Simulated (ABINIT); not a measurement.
Input of an ABINIT 10.8.3 (patched build) run:

run.abi

```
# Datasets: ground state, then fixed potential
ndtset 2

# Pseudopotentials
pp_dirpath "./"
pseudos "Ta.GGA_PBE-JTH.xml"

# Structure
acell 3*1.0
rprim
    -3.1204669551     3.1204669551     3.1204669551
     3.1204669551    -3.1204669551     3.1204669551
     3.1204669551     3.1204669551    -3.1204669551
ntypat 1
znucl 73
natom 1
typat 1
xred
     0.0000000000     0.0000000000     0.0000000000

# Plane-wave basis
ecut 23.0
pawecutdg 45.0
pawxcdev 0

# Exchange and correlation
ixc 23

# Bands and occupations
occopt 3
tsmear 0.00183747

# SCF cycle
nstep 100

# Output
iomode 3
prtwf 0
prteig 0
prtebands 0
prtden1 1

# Dataset 1
kptopt1 1
ngkpt1 11 11 11
nshiftk1 1
shiftk1 0.0 0.0 0.0
nband1 11
tolvrs1 1.0e-9

# Dataset 2: bands along G-H-N-G-P-H
iscf2 -2
getden2 1
nband2 17
nbdbuf2 4
tolwfr2 1.0e-11
kptopt2 -5
ndivsm2 6
prteig2 1
prtvol2 -3
kptbounds2
     0.0000000000     0.0000000000     0.0000000000
     0.5000000000    -0.5000000000     0.5000000000
     0.0000000000     0.0000000000     0.5000000000
     0.0000000000     0.0000000000     0.0000000000
     0.2500000000     0.2500000000     0.2500000000
     0.5000000000    -0.5000000000     0.5000000000
```

Potentials or basis: JTH PAW PBE v2.0.

Command:

```bash
$ abinit run.abi > log 2>&1
```

Task: What does it give for the band gap on the k mesh?

Result: None (metal or under the smearing width).

Task: Estimate the pressure.

Result: -3.7 GPa.

Levels at the corners of the path, in eV from the Fermi level:
```csv
point,band 2,band 3,band 4,band 5,band 6,band 7,band 8,band 9,band 10,band 11
Γ,-33.03,-33.03,-33.03,-7.91,0.72,0.72,0.72,3.99,3.99,15.05
H,-33.85,-33.85,-33.85,-3.80,-3.80,6.84,6.84,6.84,8.67,8.67
N,-34.21,-33.41,-33.04,-4.38,-1.55,1.63,3.87,4.90,7.81,11.69
Γ,-33.03,-33.03,-33.03,-7.91,0.72,0.72,0.72,3.99,3.99,15.05
P,-33.63,-33.63,-33.63,-1.22,-1.22,-1.22,5.07,5.07,7.04,12.88
H,-33.85,-33.85,-33.85,-3.80,-3.80,6.84,6.84,6.84,8.67,8.67
```

Caveat: the PAW data sets were made with another functional, which shifts forces and pressure a little; spin-orbit coupling is left out, which moves the levels of the heavy elements.
